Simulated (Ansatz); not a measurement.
**14N nuclear quadrupole resonance in Hf3N4**

Cell: a Materials Project structure (computed, not necessarily an observed phase), taken as it stands.

Space group I-43d (No. 220); a = 6.7151 Å.

| site | Wyckoff | site symmetry | x | y | z |
| --- | --- | --- | --- | --- | --- |
| Hf | 12b | -4.. | 0.7500 | 0.3750 | 0.5000 |
| N | 16c | .3. | 0.0668 | 0.5668 | 0.9332 |

One atom of each set is listed; the run and its k-mesh use a cell of 14 atoms with edges of 5.82, 5.82, 5.82 Å.

All values are calculated (Ansatz; DFT, r2SCAN, plane waves and PAW, scalar-relativistic, 500 eV cutoff, Γ-centred 6×6×6 k-points, Fermi–Dirac smearing 0.02 eV), not measured.

14N: I = 1, Q = 20.44 mb (year-2017 value). Static lattice, zero field.

(1) The simulated lines lie at 0.320 MHz. What are |C_Q|, η and |V_zz| at N?

Answers

(1) For I = 1 the lines are ν± = (3/4)|C_Q|(1 ± η/3) and ν₀ = |C_Q|η/2. Here |C_Q| = 0.427 MHz, η = 0.00 and |V_zz| = 0.86 × 10²¹ V/m². The calculation gives V_zz positive; the lines don't show the sign. The site has 6 Hf at 2.21–2.45 Å.

An axis of threefold or higher order runs through N, so V_zz lies along it and η is zero.

Without spin–orbit coupling the gradients at and beside Hf can be off by some per cent, at some sites by more.

Hardware: 1 thread of Arm Neoverse V2 (aarch64; 8 cores open to the job, memory cap 2.5 GiB, no GPU), a shared host with a load of 0.5 a core. Wall time 76 s, CPU time 76 s, peak memory 0.83 GiB.
